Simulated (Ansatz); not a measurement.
# FeO: equation of state with PBE

The system is FeO.

```xyz
2
Lattice="0.0000 2.1554 2.1554 2.1554 0.0000 2.1554 2.1554 2.1554 0.0000" Properties=species:S:1:pos:R:3 pbc="T T T"
Fe    0.0000    0.0000    0.0000
O     2.1554    2.1554    2.1554
```

```json
{
  "Program": "Ansatz 0.2.0",
  "Task": "equation of state",
  "Functional": "PBE",
  "Potentials or basis": "PseudoDojo stringent",
  "Cutoff": "1605 eV",
  "Density cutoff": "6422 eV",
  "k mesh": "11 × 11 × 11",
  "Occupations": "fermi-dirac, width 0.05 eV",
  "Spin": "collinear spin, ferromagnetic start",
  "Starting moments": "[3.0, 0.0] μB"
}
```

| Property | Result |
| --- | --- |
| Equilibrium volume | 9.96 Å³/atom |
| Bulk modulus | 186 GPa |
| Pressure derivative of the bulk modulus | 4.5 |

Energy against volume, from the lowest point:
```csv
volume (Å³/atom),energy (meV/atom)
9.413,19.46
9.613,7.48
9.813,1.20
10.013,0.00
10.214,3.34
10.414,10.76
10.614,21.83
```

All runs of the series together: 50 s on 2 threads of Intel(R) Xeon(R) Platinum 8259CL CPU @ 2.50GHz (Skylake/Cascade Lake) (shared host).
